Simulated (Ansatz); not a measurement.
## From three elastic constants to directional properties of Pt

The calculation used DFT PBE, scalar-relativistic, plane waves, PAW (Ansatz 0.2.0). Settings: 420 eV plane-wave cutoff, Γ-centred 20×20×20 mesh, Fermi-Dirac smearing of 0.15 eV. No spin polarisation.

Equilibrium structure at this level:
```cif
data_structure
_symmetry_space_group_name_H-M 'P 1'
_symmetry_Int_Tables_number 1
_cell_length_a 2.8102
_cell_length_b 2.8102
_cell_length_c 2.8102
_cell_angle_alpha 60.000
_cell_angle_beta 60.000
_cell_angle_gamma 60.000
_cell_volume 15.69
loop_
_atom_site_label
_atom_site_type_symbol
_atom_site_fract_x
_atom_site_fract_y
_atom_site_fract_z
_atom_site_occupancy
Pt1 Pt 0.00000 0.00000 0.00000 1
```

In a metal, frequencies and elastic constants depend on the k mesh and the smearing, soft modes and shear constants most. Spin–orbit coupling is left out, which can shift energies with elements as heavy as these.

With ions relaxed, on the cubic axes: C11 = 305.1, C12 = 213.8, C44 = 78.6 GPa. The density is 20.643 g/cm³. Zone-centre modes weren't checked beside this run.

Task: Is the crystal stable against strain, and how anisotropic is it?

Result: Born's conditions hold: C11 + 2C12 = 732.7, C11 − C12 = 91.2 and C44 = 78.6 GPa are all positive. B = (C11 + 2C12)/3 = 244.2 GPa. The two shear moduli are C44 and C′ = (C11 − C12)/2 = 45.6 GPa, so Zener's ratio is A = C44/C′ = 1.72: the tetragonal shear C′ is the soft one, as in many fcc and bcc metals and zincblende crystals. The Cauchy pressure C12 − C44 is 135.2 GPa; it would vanish for pair forces between atoms on inversion centres at zero pressure, and a positive value is usual with metallic or many-body binding.

Task: Give the sound speeds along the three symmetry directions.

Result: The Christoffel equation gives ρv² for each branch:
```tsv
direction	branch	ρv²	GPa	v (m/s)
[100]	L	C11	305.1	3844
[100]	T (×2)	C44	78.6	1952
[110]	L	(C11 + C12 + 2C44)/2	338.1	4047
[110]	T, u ∥ [001]	C44	78.6	1952
[110]	T, u ∥ [1-10]	(C11 − C12)/2	45.6	1487
[111]	L	(C11 + 2C12 + 4C44)/3	349.1	4112
[111]	T (×2)	(C11 − C12 + C44)/3	56.6	1656
```

Task: How does Young's modulus depend on direction?

Result: Inverting gives S11 = 7.762, S12 = -3.198, S44 = 12.716 TPa⁻¹. Along a unit vector (l, m, n), 1/E = S11 − 2(S11 − S12 − S44/2)(l²m² + m²n² + n²l²), where the last bracket is 0, 1/4 and 1/3 for [100], [110] and [111]: E = 129, 183 and 213 GPa. With A > 1 the body diagonal is stiffest. For a film on (001), the biaxial modulus is C11 + C12 − 2C12²/C11 = 219 GPa and the normal strain is −2C12/C11 = -1.40 times the in-plane one.

Cost: 1 run of about 1.2 core-minutes, on Arm Neoverse V2 (shared hosts).

Platinum comes out much stiffer against compression than against shear, with a bulk modulus of 244.2 GPa and shear moduli of only 78.6 and 45.6 GPa. Compression works against the overlap of filled and nearly filled d shells and the kinetic energy of the sp electrons, whereas a shear at constant volume meets only modest resistance from directional d bonding. The large positive Cauchy pressure fits this picture.

The anisotropy follows largely from fcc geometry: the C44 shear directly stretches and shortens close-packed ⟨110⟩ bonds, while the tetragonal shear changes bond lengths less effectively. Young's modulus is therefore lowest along [100], where C′ governs the shear response, and highest along [111], where C44 does.

Both the density and the bulk modulus lie below the measured values for platinum, probably because PBE overexpands the lattice and so weakens its resistance to compression. The positive elastic constants establish stability against small homogeneous strains, but don't exclude phonon instabilities at short wavelengths.
